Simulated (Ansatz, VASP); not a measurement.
# One calculation of MoS2, two programs

INCAR

```
ALGO = Normal ; EDIFF = 1E-6
ENCUT = 520 ; GGA = PE
ISIF = 2 ; ISMEAR = -1
LASPH = True ; LCHARG = False
LREAL = False ; LWAVE = False
NBANDS = 20 ; NELM = 60
PREC = Accurate ; SIGMA = 0.05
```

The input KPOINTS:

```
k-points
0
Gamma
  8 8 8
```

POSCAR

```
MoS2
1.0
    0.0000000000      3.0353763546      3.0353763546
    3.0353763546      0.0000000000      3.0353763546
    3.0353763546      3.0353763546      0.0000000000
Mo S
1 2
Direct
    0.0000000000      0.0000000000      0.0000000000
    0.2500000000      0.2500000000      0.2500000000
    0.7500000000      0.7500000000      0.7500000000
```

input.yaml

```yaml
crystal:
  lattice:
    - [0.0, 3.0353763546, 3.0353763546]
    - [3.0353763546, 0.0, 3.0353763546]
    - [3.0353763546, 3.0353763546, 0.0]
  atoms:
    - { symbol: Mo, position: [0.0, 0.0, 0.0] }
    - { symbol: S, position: [0.25, 0.25, 0.25] }
    - { symbol: S, position: [0.75, 0.75, 0.75] }
kpoints:
  mp_grid: { grid: [8, 8, 8] }
scf:
  occupations: { method: fermi_dirac, width: 0.05 }
hamiltonian:
  xc: pbe
  pseudopotentials: { kind: all_electron, lapw: { basis_error: 0.001 } }
output:
  forces: true
  stress: true
  eigenvalues: true
```

Change from the starting cell: volume scaled by 1.04.

Alike in both runs: task single point; functional PBE; k mesh 8 × 8 × 8; occupations fermi-dirac, width 0.05 eV; no spin polarisation.

```csv
,VASP,Ansatz
version,VASP 6.6.1,Ansatz 0.2.0
potentials or method,"VASP PAW PBE potentials, release 64 (Mo_sv, S)","all-electron LAPW, scalar-relativistic"
plane-wave cutoff (eV),520,see its input
```

|  | VASP | Ansatz | Ansatz less VASP |
| --- | --- | --- | --- |
| gap on the k mesh at the Fermi level (eV) | none | none | - |
| pressure (GPa) | -10.7 | -10.7 | +0.02 |

A gap of «none» marks a metal or a gap that the smearing closes. Ansatz ran all-electron here, so the differences hold the error of VASP's frozen core and of both bases.
